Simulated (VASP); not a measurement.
Write the native input for VASP 6.6.1 that does the following.

- Task: relaxation of cell and atoms
- Functional: PBE
- Potentials or basis: VASP PAW PBE potentials, release 64 (H, Mo_sv)
- Cutoff: 600 eV
- k mesh: 7 × 7 × 7
- Occupations: gaussian, width 0.05 eV
- Spin: no spin polarisation
- Further INCAR settings: ALGO = Normal; EDIFF = 1e-07; IBRION = 2; EDIFFG = -0.005; NSW = 60; ISIF = 3

The structure of MoH5 lies in POSCAR:

```
MoH5
1.0
    4.5983792800      0.0000000000      0.0000000000
   -2.2991896400      3.9823132700      0.0000000000
    0.0000000000      0.0000000000      4.1320772500
H Mo
5 1
Direct
    0.0000000000      0.6383360000      0.0000000000
    0.6383360000      0.0000000000      0.0000000000
    0.3616640000      0.3616640000      0.0000000000
    0.6666666700      0.3333333300      0.5000000000
    0.3333333300      0.6666666700      0.5000000000
    0.0000000000      0.0000000000      0.5000000000
```

The cell was built by a generator and needn't be a form met in nature.

The input as run:

INCAR

```
SYSTEM = MoH5
PREC = Accurate ; ENCUT = 600
EDIFF = 1E-7 ; ISMEAR = 0
SIGMA = 0.05 ; LREAL = .False.
LASPH = .True. ; NELM = 60
ALGO = Normal ; ISIF = 3
LWAVE = .False. ; LCHARG = .False.
GGA = PE ; IBRION = 2
NSW = 60 ; EDIFFG = -0.005
```

KPOINTS

```
Automatic mesh
0
Gamma
  7 7 7
  0 0 0
```

Potentials or basis: VASP PAW PBE potentials, release 64 (H, Mo_sv).

Command:

```sh
$ cat potpaw_PBE.64/H/POTCAR potpaw_PBE.64/Mo_sv/POTCAR > POTCAR
$ mpirun -np 1 vasp_std > vasp.out
```

Results of the run:

```yaml
Relaxed_volume: 5.30 Å³/atom
Relaxed_cell: a = 3.430 Å, b = 3.430 Å, c = 3.123 Å, α = 90.00°, β = 90.00°, γ = 120.00°
Space_group_after_relaxing_to_0.05_Å: P-62m (No. 189)
Energy_gained_by_relaxing: 1464.6 meV/atom
Ionic_steps: 17
Pressure_after_relaxing: 0.0 GPa
Band_gap_on_the_k_mesh: none (metal or under the smearing width)
```

Caveat: the volume moved by over 15 % at a fixed basis, so the end points are rough.

Wall time 8.5 min on 1 thread of AMD EPYC 7R13 Processor (Zen 3), on a shared host, peak memory 0.26 GiB.
